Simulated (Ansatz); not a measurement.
# CdTe (F-43m) in Ansatz: single point with PBE

Aim: the single point of CdTe with PBE.

Everything below comes from runs of Ansatz 0.2.0. Logs are shortened: lines on timing, memory, paths and dates and some standing lists are left out, and cuts for length are marked.

**Experimental background.**

From a printed reference work, data compilation, for a bulk crystal of CdTe at 0 K: band gap 1.607 eV.

The results are compared with them further down.

## 1. The structure

The structure is cubic, space group F-43m (No. 216). The conventional cell has a = 6.410 Å, b = 6.410 Å, c = 6.410 Å, α = 90.00°, β = 90.00°, γ = 90.00°. Te (site symmetry -43m) is surrounded by 4 Cd at 2.78 Å. Cd (site symmetry -43m) has 4 Te at 2.78 Å as nearest neighbours.

## 2. Single point, PBE

input.yaml

```yaml
crystal:
  lattice:
    - [0.0, 3.205, 3.205]
    - [3.205, 0.0, 3.205]
    - [3.205, 3.205, 0.0]
  atoms:
    - { symbol: Te, position: [0.75, 0.75, 0.75] }
    - { symbol: Cd, position: [0.0, 0.0, 0.0] }
kpoints:
  mp_grid: { grid: [7, 7, 7] }
scf:
  occupations: { method: gaussian, width: 0.029 }
hamiltonian:
  xc: pbe
  pseudopotentials: { kind: all_electron, lapw: { basis_error: 0.001 } }
output:
  forces: true
  stress: true
  eigenvalues: true
```

Potentials or basis: all-electron LAPW, scalar-relativistic.

The run is started by

```bash
> ansatz run input.yaml --threads 1 --pin off --max-ram 3072MiB --backend cpu --events-out ev --progress --plain --runs-dir out
```

Log:

```text
Warning: RAYON_NUM_THREADS=1 ignored (pool sized by the plan → 1); use --threads N
LAPW: plane waves up to 8.257 Å⁻¹, error target 1.0e-3 eV per atom; small_component_spin mean_spin; Cd in spheres of 1.398 Å, 20 of its electrons in bands, Dirac shells []; Te in spheres of 1.378 Å, 24 of its electrons in bands, Dirac shells [] (how accurate: hamiltonian.pseudopotentials.lapw.basis_error, Limitations)
Engine: ansatz 0.2.0, aarch64-unknown-linux-gnu
Pseudopotentials: kind: all_electron
Pseudopotential: Te, LAPW, valence charge 24, lapw/all_electron/scalar/gaussian/Te, Koelling and Harmon's equation, gaussian nucleus
Pseudopotential: Cd, LAPW, valence charge 20, lapw/all_electron/scalar/gaussian/Cd, Koelling and Harmon's equation, gaussian nucleus
Functional definition: PBE
  parameter kappa = 0.804
  parameter beta = 0.06672455060314922
  exchange = pbe_x(kappa = kappa, mu = beta*pi^2/3)
  correlation = pbe_c(beta = beta)
Crystal: 2 atoms, lattice volume = 65.844 Å³
Basis set: ecut = 259.75125083150255 eV, 609 PW (Γ), exchange–correlation at level 2
Bands: 27, of which v1, the nominal top of the filled ones, is band 22 counted from 1 (21 counted from 0)
Symmetry: 24 space group operations
Space group: F-43m (ITA 216), of the structure as read, at distance tolerance 4.0e-5 Å
k-points: 20 of 343 (time reversal used)
Non-local potential: Te, projectors of the file, none
Non-local potential: Cd, projectors of the file, none
Initial density: superposition of atomic densities (chi_scale 0.1, normalization cell, long waves kept (reshape's long-wave potential 0.00 eV rms))
Initial wavefunctions: plane waves of lowest kinetic energy (no species holds an atomic orbital)
Functional: x = pbe(κ = 0.804, μ = 0.2195149727645171), c = pbe(β = 0.06672455060314922)
iter 1 solved again at ethr=1.27e-3 eV; its pass at ethr=1.00e-1 eV (dr2=5.61e-1 eV) is discarded
SCF iter   1: F=—  HF=-337120.881406 eV  |F-HF|=—  |Δ(HF+E_count)|=         —  Δρ=2.05e-2  dr2=5.62e-1  ethr=1.27e-3  ⟨swp⟩=2.0  Hψ=3488  notcnv=0
preconditioner: auto → none  [insulator: Δε(μ)=1.155 eV  Ē_g=11.769 eV  σ=0.029 eV  W_gap=1.00  n_scr=14 (ndim 8)  ℏωp=19.4 eV  f_vac=0.195  D(μ)=0.00/eV (n_scr^D=0)  ε∞_Penn≈3.7]
iter 2 solved again at ethr=4.92e-5 eV; its pass at ethr=1.27e-3 eV (dr2=2.16e-2 eV) is discarded
SCF iter   2: F=—  HF=-337120.677069 eV  |F-HF|=—  |Δ(HF+E_count)|=   2.04e-1  Δρ=6.31e-3  dr2=2.17e-2  ethr=4.92e-5  ⟨swp⟩=2.0  Hψ=2836  notcnv=0
SCF iter   3: F=—  HF=-337120.653411 eV  |F-HF|=—  |Δ(HF+E_count)|=   2.37e-2  Δρ=3.73e-3  dr2=8.83e-3  ethr=4.92e-5  ⟨swp⟩=2.5  Hψ=1649  notcnv=0
SCF iter   4: F=—  HF=-337120.653354 eV  |F-HF|=—  |Δ(HF+E_count)|=   5.64e-5  Δρ=1.34e-3  dr2=1.29e-3  ethr=2.01e-5  ⟨swp⟩=2.0  Hψ=1556  notcnv=0
SCF iter   5: F=—  HF=-337120.653475 eV  |F-HF|=—  |Δ(HF+E_count)|=   1.21e-4  Δρ=2.26e-4  dr2=2.59e-5  ethr=2.93e-6  ⟨swp⟩=2.0  Hψ=1572  notcnv=0
SCF iter   6: F=—  HF=-337120.653493 eV  |F-HF|=—  |Δ(HF+E_count)|=   1.76e-5  Δρ=3.93e-5  dr2=8.77e-7  ethr=5.88e-8  ⟨swp⟩=3.0  Hψ=1567  notcnv=0
SCF iter   7: F=-337120.653496 eV  HF=-337120.653496 eV  |F-HF|=4.34e-8  |Δ(HF+E_count)|=   2.65e-6  Δρ=4.51e-6  dr2=1.52e-8  ethr=1.99e-9  ⟨swp⟩=3.0  Hψ=1632  notcnv=0
SCF 1 converged in 7 iterations: F = -337120.653496 eV  dr2 = 1.52e-8
SCF converged after 7 iterations
Free energy (F): -337120.653496 eV
Harris-Foulkes:  -337120.653496 eV  (|F-HF|=4.34e-8)
Internal energy: -337120.653496 eV  (E = F + TS)
E sigma→0 (E₀):  -337120.653496 eV
Fermi energy:    9.784239 eV
--- Per-component energies (eV) ---
  E_band       = -1620.511838
  E_kinetic    = 354736.799672
  E_xc         = -9001.873278
  E_electrostatic = -682855.579889  (all electrons and nuclei)
  E_smearing   = -0.000000  (= −TS)
  E_closure    = 0.000000  (closes the sum)
  E_atoms      = -337115.932394  (free atoms, spherical and without spin; not in F)
  Σ components = -337120.653496   (vs F -337120.653496, Δ=0.00e0)
  Basis errors (estimates in eV, not in F): energy 4.3e-4 per atom: plane waves 4.0e-4 (2.3e-4 summed), levels above the bands 0.0e0, relativity 8.5e-8, radial functions 3.2e-5, core shells 4.2e-7; eigenvalues (radial functions only) 1.2e-6; not estimated: angular momenta, meshes, grids; target (lapw.basis_error) 1.0e-3; muffin-tin radii Cd 1.398 Å, Te 1.378 Å
--- Forces (eV/Å), atoms counted from 1 ---
  atom   1  Te    -0.00000000     0.00000000    -0.00000000
  atom   2  Cd     0.00000000     0.00000000     0.00000000
  max |Σ_I F_I| component: 4.63e-17 eV/Å
--- Stress (GPa, compression-positive) ---
        4.259424       0.000000      -0.000000
        0.000000       4.259424       0.000000
       -0.000000       0.000000       4.259424
  P = ⅓ Tr σ = 4.2594 GPa (42.594 kbar)
--- Band table (eV; the first three rows and the last of 20) ---
  k-point 0: bands = ["-149.3646", "-99.4040", "-99.4040", "-99.4040", "-92.8601", "-53.9213", "-53.9213", "-53.9213", "-26.7464", "-26.7464", "-26.7464", "-26.7370", "-26.7370", "-2.0203", "0.9485", "0.9485", "0.9485", "1.2344", "1.2344", "9.3475", "9.3475", "9.3475", "10.2199", "13.9443", "13.9443", "13.9443", "16.8474"]
  k-point 1: bands = ["-149.3646", "-99.4040", "-99.4040", "-99.4040", "-92.8601", "-53.9214", "-53.9213", "-53.9213", "-26.7465", "-26.7464", "-26.7464", "-26.7370", "-26.7370", "-1.9393", "0.9641", "0.9641", "1.0109", "1.2332", "1.2332", "7.8761", "9.1609", "9.1609", "11.1859", "13.9922", "14.2218", "14.2218", "17.7253"]
  k-point 2: bands = ["-149.3646", "-99.4040", "-99.4040", "-99.4040", "-92.8601", "-53.9214", "-53.9214", "-53.9214", "-26.7465", "-26.7462", "-26.7462", "-26.7370", "-26.7370", "-1.7566", "0.9956", "0.9956", "1.2275", "1.2350", "1.2350", "6.1312", "8.8033", "8.8033", "11.3730", "14.5637", "14.5637", "15.1660", "17.5084"]
  k-point 19: bands = ["-149.3646", "-99.4040", "-99.4040", "-99.4040", "-92.8601", "-53.9214", "-53.9214", "-53.9214", "-26.7466", "-26.7463", "-26.7458", "-26.7370", "-26.7367", "-1.4729", "1.0742", "1.0903", "1.1998", "1.2371", "1.8307", "5.0196", "6.6930", "7.4198", "13.0713", "14.2046", "15.3099", "16.1036", "18.3367"]
```

It took 9.9 s on 1 thread of Arm Neoverse V2, shared host; peak memory 0.29 GiB.

Results:

- Free energy: -337120.6535 eV
- Pressure: 4.3 GPa
- Band gap on the k mesh: 0.87 eV, direct

Caveat: spin-orbit coupling is left out, which moves the levels of the heavy elements.

## 3. Against experiment

Step 2. A measured gap of CdTe is 1.607 eV (0 K; a printed reference work, data compilation); the calculated 0.87 eV misses it by -0.73 eV. Spin-orbit coupling on Cd, Te is left out. The value is that of PBE, without temperature or zero-point motion. Semilocal functionals fall short of measured gaps as a rule.
